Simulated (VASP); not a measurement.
# Pd (P6_3/mmc) in VASP: a series of runs

Runs on Pd. Level: PBEsol. Tasks: relaxation of cell and atoms, single point.

Program: VASP 6.6.1. These are calculated values, not measurements. Logs are shortened: lines on timing, memory, paths and dates and some standing lists are left out, and cuts for length are marked.

## Step 1: The crystal as given

Symmetry: P6_3/mmc, No. 194, hexagonal system. The conventional cell has a = 2.750 Å, b = 2.750 Å, c = 4.490 Å, α = 90.00°, β = 90.00°, γ = 120.00°. Pd (site symmetry -6m2) is surrounded by 12 Pd at 2.75 Å.

This isn't the form of Pd at room conditions, which is fcc.

## Step 2: Relaxation of cell and atoms, PBEsol

INCAR reads:

```
SYSTEM = Pd
PREC = Accurate ; ENCUT = 600
EDIFF = 1E-7 ; ISMEAR = 0
SIGMA = 0.1 ; LREAL = .False.
LASPH = .True. ; NELM = 80
ALGO = Fast ; ISIF = 3
LWAVE = .False. ; LCHARG = .False.
GGA = PS ; IBRION = 2
NSW = 90 ; EDIFFG = -0.005
```

KPOINTS reads:

```
regular mesh
0
Gamma
  6 6 4
  0 0 0
```

POSCAR reads:

```
Pd
1.0
    2.7496501800      0.0000000000      0.0000000000
   -1.3748250900      2.3812669000      0.0000000000
    0.0000000000      0.0000000000      4.4901787400
Pd
2
Direct
    0.3333333300      0.6666666700      0.2500000000
    0.6666666700      0.3333333300      0.7500000000
```

Potentials or basis: VASP PAW PBE potentials, release 64 (Pd).

Run with:

```bash
cat potpaw_PBE.64/Pd/POTCAR > POTCAR
mpirun -np 1 vasp_std > vasp.out
```

OUTCAR:

```text
SYSTEM = Pd
   PREC = Accurate
   ENCUT = 600
   EDIFF = 1E-7
   ISMEAR = 0
   LREAL = .False.
   LASPH = .True.
   NELM = 80
   ISIF = 3
   GGA = PS
   IBRION = 2
   NSW = 90
   EDIFFG = -0.005

 ion  position               nearest neighbor table
   1  0.333  0.667  0.250-   2 2.75   2 2.75   2 2.75   2 2.75   2 2.75   2 2.75
   2  0.667  0.333  0.750-   1 2.75   1 2.75   1 2.75   1 2.75   1 2.75   1 2.75

  LATTYP: Found a hexagonal cell.
 ALAT       =     2.7496501800
 C/A-ratio  =     1.6329999986

  Lattice vectors:

 A1 = (   2.7496501800,   0.0000000000,   0.0000000000)
 A2 = (  -1.3748250900,   2.3812669000,   0.0000000000)
 A3 = (   0.0000000000,   0.0000000000,   4.4901787400)

Analysis of symmetry for initial positions (statically):
=====================================================================
 Subroutine PRICEL returns:
 Original cell was already a primitive cell.

 Routine SETGRP: Setting up the symmetry group for a
 hexagonal supercell.

 Subroutine GETGRP returns: Found 24 space group operations
 (whereof 12 operations were pure point group operations)
 out of a pool of 24 trial point group operations.

The static configuration has the point symmetry D_3d.
 The point group associated with its full space group is D_6h.

Analysis of symmetry for dynamics (positions and initial velocities):
=====================================================================
 Subroutine PRICEL returns:
 Original cell was already a primitive cell.

 Routine SETGRP: Setting up the symmetry group for a
 hexagonal supercell.

 Subroutine GETGRP returns: Found 24 space group operations
 (whereof 12 operations were pure point group operations)
 out of a pool of 24 trial point group operations.

The dynamic configuration has the point symmetry D_3d.
 The point group associated with its full space group is D_6h.

 Subroutine INISYM returns: Found 24 space group operations
 (whereof 12 operations are pure point group operations),
 and found     1 'primitive' translations

----------------------------------------------------------------------------------------

                                     Primitive cell

  volume of cell :      29.4001

  direct lattice vectors                    reciprocal lattice vectors
     2.749650180  0.000000000  0.000000000     0.363682627  0.209972263  0.000000000
    -1.374825090  2.381266900  0.000000000     0.000000000  0.419944526  0.000000000
     0.000000000  0.000000000  4.490178740     0.000000000  0.000000000  0.222708284

  length of vectors
     2.749650180  2.749650174  4.490178740     0.419944525  0.419944526  0.222708284

  position of ions in fractional coordinates (direct lattice)
     0.333333330  0.666666670  0.250000000
     0.666666670  0.333333330  0.750000000

  ion indices of the primitive-cell ions
   primitive index   ion index
                 1           1
                 2           2

----------------------------------------------------------------------------------------

 KPOINTS: regular mesh

Automatic generation of k-mesh.
 Grid dimensions read from file:
 generate k-points for:    6    6    4

 Generating k-lattice:

  Cartesian coordinates                     Fractional coordinates (reciprocal lattice)
     0.060613771  0.034995377  0.000000000     0.166666667  0.000000000  0.000000000
     0.000000000  0.069990754  0.000000000     0.000000000  0.166666667  0.000000000
     0.000000000  0.000000000  0.055677071     0.000000000  0.000000000  0.250000000

  Length of vectors
     0.069990754  0.069990754  0.055677071

  Shift w.r.t. Gamma in fractional coordinates (k-lattice)
     0.000000000  0.000000000  0.000000000

 Subroutine IBZKPT returns following result:
 ===========================================

 Found     21 irreducible k-points:

 Following reciprocal coordinates:
            Coordinates               Weight
  0.000000  0.000000  0.000000      1.000000
  0.166667 -0.000000  0.000000      6.000000
  0.333333  0.000000  0.000000      6.000000
  0.500000 -0.000000  0.000000      3.000000
  0.166667  0.166667  0.000000      6.000000
  0.333333  0.166667  0.000000     12.000000
[... 13 lines left out ...]
  0.333333  0.166667  0.500000     12.000000
  0.333333  0.333333  0.500000      2.000000
   k-points           NKPTS =     21   k-points in BZ     NKDIM =     21   number of bands    NBANDS=     14
   number of dos      NEDOS =    301   number of ions     NIONS =      2
   total plane-waves  NPLWV =  20736
   dimension x,y,z NGX =    24 NGY =   24 NGZ =   36
   dimension x,y,z NGXF=    48 NGYF=   48 NGZF=   72
   ions per type =               2
   NGX,Y,Z   is equivalent  to a cutoff of  14.51, 14.51, 13.33 a.u.
   NGXF,Y,Z  is equivalent  to a cutoff of  29.02, 29.02, 26.66 a.u.
 SYSTEM =  Pd
   PREC   = accura    normal or accurate (medium, high low for compatibility)
   ISTART =      0    job   : 0-new  1-cont  2-samecut
   ICHARG =      2    charge: 1-file 2-atom 10-const
   ISPIN  =      1    spin polarized calculation?
   LNONCOLLINEAR =      F non collinear calculations
   LSORBIT =      F    spin-orbit coupling
   LASPH  =      T    aspherical Exc in radial PAW
   ENCUT  =  600.0 eV  44.10 Ry    6.64 a.u.   5.49  5.49  8.97*2*pi/ulx,y,z
   NELM   =     80;   NELMIN=  2; NELMDL= -5     # of ELM steps
   EDIFF  = 0.1E-06   stopping-criterion for ELM
   LREAL  =      F    real-space projection
   EDIFFG = -.5E-02   stopping-criterion for IOM
   NSW    =     90    number of steps for IOM
   IBRION =      2    ionic relax: 0-MD 1-quasi-New 2-CG
   NFREE  =      1    steps in history (QN), initial steepest desc. (CG)
   ISIF   =      3    stress and relaxation
   ISYM   =      2    0-nonsym 1-usesym 2-fastsym
   POTIM  = 0.5000    time-step for ionic-motion
   TEBEG  =    0.0;   TEEND  =   0.0 temperature during run
   PSTRESS=    0.0 pullay stress
   NELECT =      20.0000    total number of electrons
   NUPDOWN=      -1.0000    fix difference up-down
   EMIN   =  10.00;   EMAX   =-10.00  energy-range for DOS
   EFERMI =   0.00;   METHOD = LEGACY
   ISMEAR =     0;   SIGMA  =   0.10  broadening in eV -4-tet -1-fermi 0-gaus
   EFERMI_NEDOS =   21; number of points for ismear=-14 and -15
   IALGO  =     68    algorithm
   IMIX   =      4    mixing-type and parameters
     AMIX     =   0.40;   BMIX     =  1.00
     AMIX_MAG =   1.60;   BMIX_MAG =  1.00
  volume/ion in A,a.u.               =      14.70        99.20
  Fermi-wavevector in a.u.,A,eV,Ry     =   1.439799  2.720825 28.205154  2.073020
  Thomas-Fermi vector in A             =   2.558614
   LORBIT       =      0    0 simple, 1 ext, 2 COOP (PROOUT), +10 PAW based schemes
   GGA     = PS    functional components
   LHFCALC =     F    Hartree Fock is set to
   AEXX    =    0.0000 exact exchange contribution
   IVDW    =     0    specifies the selected vdW correction
   LEPSILON=     F    determine dielectric tensor
   LRPA    =     F    only Hartree local field effects (RPA)
 conjugate gradient relaxation of ions
 non-spin polarized calculation
 RMM-DIIS sequential band-by-band and
 Gauss-broadening in eV      SIGMA  =   0.10
  energy-cutoff  :      600.00
  volume of cell :       29.40
 maximum number of plane-waves:      1008
 NGX is ok and might be reduce to    24
   NGX = 11   NGY = 11   NGZ = 17

--------------------------------------- Ionic step        1  -------------------------------------------

 number of electron      19.9999997 magnetization

 Free energy of the ion-electron system (eV)
  ---------------------------------------------------
  ext. energy  EPLUGINS =         0.00000000
  ---------------------------------------------------
  free energy    TOTEN  =       -11.87935689 eV

  energy without entropy =      -11.84887155  energy(sigma->0) =      -11.86411422

------------------------ aborting loop because EDIFF is reached ----------------------------------------

  FORCE on cell =-STRESS in cart. coord.  units (eV):
  Direction    XX          YY          ZZ          XY          YZ          ZX
  --------------------------------------------------------------------------------------
  -------------------------------------------------------------------------------------
  Total       -0.7115148     -0.7115148      0.3054825      0.0000000      0.0000000      0.0000000
  in kB      -38.7744244    -38.7744241     16.6474498      0.0000000      0.0000000      0.0000000
  external PRESSURE =     -20.3004662 kB  Pullay stress =       0.0000000 kB

 VOLUME and BASIS-vectors are now :
 -----------------------------------------------------------------------------
  energy-cutoff  :      600.00
  volume of cell :       29.40
      direct lattice vectors                 reciprocal lattice vectors
     2.749650180  0.000000000  0.000000000     0.363682627  0.209972263  0.000000000
    -1.374825090  2.381266900  0.000000000     0.000000000  0.419944526  0.000000000
     0.000000000  0.000000000  4.490178740     0.000000000  0.000000000  0.222708284

 POSITION                                       TOTAL-FORCE (eV/Angst)
 -----------------------------------------------------------------------------------
     -0.00000      1.58751      1.12254        -0.000000     -0.000000      0.000000
      1.37483      0.79376      3.36763         0.000000      0.000000      0.000000
 -----------------------------------------------------------------------------------
    total drift:                               -0.000001      0.000001     -0.000000

  FREE ENERGIE OF THE ION-ELECTRON SYSTEM (eV)
  ---------------------------------------------------
  free  energy   TOTEN  =       -11.8793568854 eV

  energy  without entropy=      -11.8488715538  energy(sigma->0) =      -11.86411422

--------------------------------------- Ionic step        2  -------------------------------------------

 number of electron      19.9999998 magnetization

 E-fermi :  10.1284     XC(G=0): -13.5741

 val. band max:       10.1061785971   @ k =   0.1667   0.1667   0.2500
 cond. band min:      10.1326528342   @ k =   0.3333   0.1667   0.5000
 fundamental gap:      0.0264742371
 Fermi energy:        10.1284297276

 k-point     1 :       0.0000    0.0000    0.0000
  band No.  band energies     occupation
      1       2.6667      2.00000
      2       4.5376      2.00000
      3       6.9843      2.00000
      4       7.2151      2.00000
      5       7.2151      2.00000
      6       7.5840      2.00000
      7       7.5840      2.00000
      8       8.3921      2.00000
      9       8.3921      2.00000
     10       9.8861      1.99939
     11       9.8861      1.99939
     12      10.7882      0.00000
     13      17.2691      0.00000
     14      27.3110      0.00000

 k-point     2 :       0.1667   -0.0000    0.0000
  band No.  band energies     occupation
      1       3.5497      2.00000
      2       5.1041      2.00000
      3       6.5951      2.00000
      4       7.2439      2.00000
      5       7.3663      2.00000
      6       7.7438      2.00000
      7       7.8408      2.00000
      8       8.0432      2.00000
      9       8.1626      2.00000
     10       8.3532      2.00000
[... 527 lines left out ...]
 POSITION                                       TOTAL-FORCE (eV/Angst)
 -----------------------------------------------------------------------------------
     -0.00000      1.56429      1.14384        -0.000000      0.000000      0.000000
      1.35471      0.78214      3.43153         0.000000     -0.000000      0.000000
 -----------------------------------------------------------------------------------
    total drift:                               -0.000001      0.000001     -0.000000

  FREE ENERGIE OF THE ION-ELECTRON SYSTEM (eV)
  ---------------------------------------------------
  free  energy   TOTEN  =       -11.8941049428 eV

  energy  without entropy=      -11.8687271425  energy(sigma->0) =      -11.88141604

--------------------------------------- Ionic step        8  -------------------------------------------

 number of electron      19.9999995 magnetization

 Free energy of the ion-electron system (eV)
  ---------------------------------------------------
  ext. energy  EPLUGINS =         0.00000000
  ---------------------------------------------------
  free energy    TOTEN  =       -11.89410466 eV

  energy without entropy =      -11.86871323  energy(sigma->0) =      -11.88140894

 E-fermi :   9.8345     XC(G=0): -13.4692

 val. band max:        9.8290820131   @ k =   0.3333   0.0000   0.0000
 cond. band min:       9.8383663316   @ k =   0.3333   0.1667   0.5000
 fundamental gap:      0.0092843186
 Fermi energy:         9.8345453063

 k-point     1 :       0.0000    0.0000    0.0000
  band No.  band energies     occupation
      1       2.5095      2.00000
      2       4.3721      2.00000
      3       6.7221      2.00000
      4       6.9961      2.00000
      5       6.9961      2.00000
      6       7.3419      2.00000
      7       7.3419      2.00000
      8       8.1963      2.00000
      9       8.1963      2.00000
     10       9.6043      1.99887
     11       9.6043      1.99887
     12      10.4645      0.00000
     13      16.7207      0.00000
     14      27.0660      0.00000

 k-point     2 :       0.1667   -0.0000    0.0000
  band No.  band energies     occupation
      1       3.3865      2.00000
      2       4.9392      2.00000
      3       6.3915      2.00000
      4       6.9953      2.00000
      5       7.1602      2.00000
      6       7.4764      2.00000
      7       7.6125      2.00000
      8       7.8581      2.00000
      9       7.9138      2.00000
     10       8.1134      2.00000
[... 347 lines left out ...]
 POSITION                                       TOTAL-FORCE (eV/Angst)
 -----------------------------------------------------------------------------------
     -0.00000      1.56439      1.14383        -0.000000      0.000000      0.000000
      1.35480      0.78219      3.43149         0.000000     -0.000000      0.000000
 -----------------------------------------------------------------------------------
    total drift:                               -0.000001      0.000001     -0.000000

  FREE ENERGIE OF THE ION-ELECTRON SYSTEM (eV)
  ---------------------------------------------------
  free  energy   TOTEN  =       -11.8941046556 eV

  energy  without entropy=      -11.8687132284  energy(sigma->0) =      -11.88140894

 reached required accuracy - stopping structural energy minimisation
```

It took 38 s on 1 thread of Intel Xeon Platinum 8488C (Sapphire Rapids), shared host; peak memory 0.16 GiB.

What came out:

- Free energy: -11.8941 eV
- Relaxed volume: 14.55 Å³/atom
- Relaxed cell: a = 2.710 Å, b = 2.710 Å, c = 4.575 Å, α = 90.00°, β = 90.00°, γ = 120.00°
- Space group after relaxing (to 0.05 Å): P6_3/mmc (No. 194)
- Energy gained by relaxing: 7.4 meV/atom
- Ionic steps: 8
- Pressure after relaxing: 0.0 GPa
- Band gap on the k mesh: none (metal or under the smearing width)

The path:
| step | energy change (eV) | largest force (eV/Å) | pressure (GPa) | volume (Å³) |
| --- | --- | --- | --- | --- |
| 1 | 0.0000 | 0.0000 | -2.03 | 29.40 |
| 2 | -0.0086 | 0.0000 | 3.56 | 28.61 |
| 3 | -0.0102 | 0.0000 | 1.90 | 28.82 |
| 4 | -0.0138 | 0.0000 | -0.13 | 29.12 |
| 5 | -0.0147 | 0.0000 | 0.43 | 29.03 |
| 6 | -0.0146 | 0.0000 | -0.47 | 29.16 |
| 7 | -0.0147 | 0.0000 | 0.05 | 29.09 |
| 8 | -0.0147 | 0.0000 | 0.00 | 29.09 |

Final structure:
```
Pd
1.0
     2.70960    0.00000    0.00000
    -1.35480    2.34659    0.00000
     0.00000    0.00000    4.57531
Pd
2
Direct
  0.33333 0.66667 0.25000
  0.66667 0.33333 0.75000
```

Caveat: the k mesh is coarse (spacing up to 0.44 Å⁻¹), so the values aren't converged; the PAW data sets were made with another functional, which shifts forces and pressure a little.

(Continued in part 2 of 2.)
